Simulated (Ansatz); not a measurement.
What a change of settings does to a run on Cd

The cell was built from the hcp type and relaxed in the same program; it needn't be a known or the stable phase. The listed cell was then made from it by scaling, straining or moving an atom.

First run: DFT, PBE, all-electron PAW with datasets made for the crystal, scalar-relativistic (Ansatz 0.2.0).

Command: `ansatz run input.yaml --threads 1 --pin off --max-ram 2048MiB --backend cpu --events-out ev --progress --plain --runs-dir out` The run took 9.9 s on 1 thread of Intel(R) Xeon(R) 6975P-C (Granite Rapids) (shared host).

```yaml
crystal:
  lattice:
    - [3.0615656364, 0.0, 0.0]
    - [-1.5307828182, 2.6513936165, 0.0]
    - [0.0, 0.0, 5.591779396]
  atoms:
    - { symbol: Cd, position: [0.3333333333, 0.6666666667, 0.25] }
    - { symbol: Cd, position: [0.6666666667, 0.3333333333, 0.7714600741] }
kpoints:
  mp_grid: { grid: [14, 14, 8] }
scf:
  occupations: { method: fermi_dirac, width: 0.05 }
hamiltonian:
  xc: pbe
  pseudopotentials: { kind: all_electron, datasets: crystal }
output:
  forces: true
  stress: true
  eigenvalues: true
  efg: { contact_densities: true }
```

Result: converged; pressure 0.20 GPa; largest force 0.235 eV/Å; no gap on the k mesh; 9 SCF iterations.

The input is then changed:

```diff
@@ -8,5 +8,5 @@
     - { symbol: Cd, position: [0.6666666667, 0.3333333333, 0.7714600741] }
 kpoints:
-  mp_grid: { grid: [14, 14, 8] }
+  mp_grid: { grid: [7, 7, 4] }
 scf:
   occupations: { method: fermi_dirac, width: 0.05 }
```

(1) What does the second run give?

Answers

(1) It converged; energy at zero smearing -25.9 meV/atom from the first run; pressure -0.15 GPa; largest force 0.214 eV/Å; no gap on the k mesh; 9 SCF iterations. Some of these settings are too coarse for converged properties.
